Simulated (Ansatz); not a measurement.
# CuO: the cost of one run

Program: Ansatz 0.2.0. Level of theory: DFT PBE, scalar-relativistic, plane waves, PAW. These are calculated values, not measurements.

## (1) The structure to begin with

It takes space group Cccm (No. 66, orthorhombic). The conventional cell has a = 3.982 Å, b = 4.307 Å, c = 5.156 Å, α = 90.00°, β = 90.00°, γ = 90.00°. Cu (site symmetry 2/m) has 4 O at 1.95 Å in its first shell of neighbours. O (site symmetry 222) is surrounded by 4 Cu at 1.95 Å.

Coordinates:

```xyz
4
Lattice="1.9910 -2.1535 0.0000 1.9910 2.1535 0.0000 0.0000 0.0000 5.1559" Properties=species:S:1:pos:R:3 pbc="T T T"
Cu    0.9955    1.0768    2.5780
Cu    0.9955   -1.0768    0.0000
O     1.9910    0.0000    3.8669
O     1.9910    0.0000    1.2890
```

The start is a polymorph listed in a database, not an invented cell.

## (2) A first look at the guess

The input, input.yaml:

```yaml
crystal:
  lattice:
    - [1.99096799, -2.15354991, 0.0]
    - [1.99096799, 2.15354991, 0.0]
    - [0.0, 0.0, 5.15592813]
  atoms:
    - { symbol: Cu, position: [0.0, 0.5, 0.5], spin: -1.0 }
    - { symbol: Cu, position: [0.5, 0.0, 0.0], spin: -1.0 }
    - { symbol: O, position: [0.5, 0.5, 0.75] }
    - { symbol: O, position: [0.5, 0.5, 0.25] }
basis:
  ecutwfc: 420
kpoints:
  mp_grid: { grid: [6, 6, 4] }
hamiltonian:
  xc: pbe
scf:
  occupations: { method: gaussian, width: 0.1 }
  lower_state_search: "off"
output:
  forces: true
  stress: true
  eigenvalues: true
  populations: true
magnetization:
  spin_polarized: true
```

Run with:

```console
$ ansatz run input.yaml --threads 1 --pin off --max-ram 2560MiB --backend cpu --events-out ev --progress --plain --runs-dir out
```

**Question.** How long does this run take on 1 thread of Arm Neoverse V1, shared host, and how much memory does it need?

About 12 s, with a peak of 0.35 GiB.
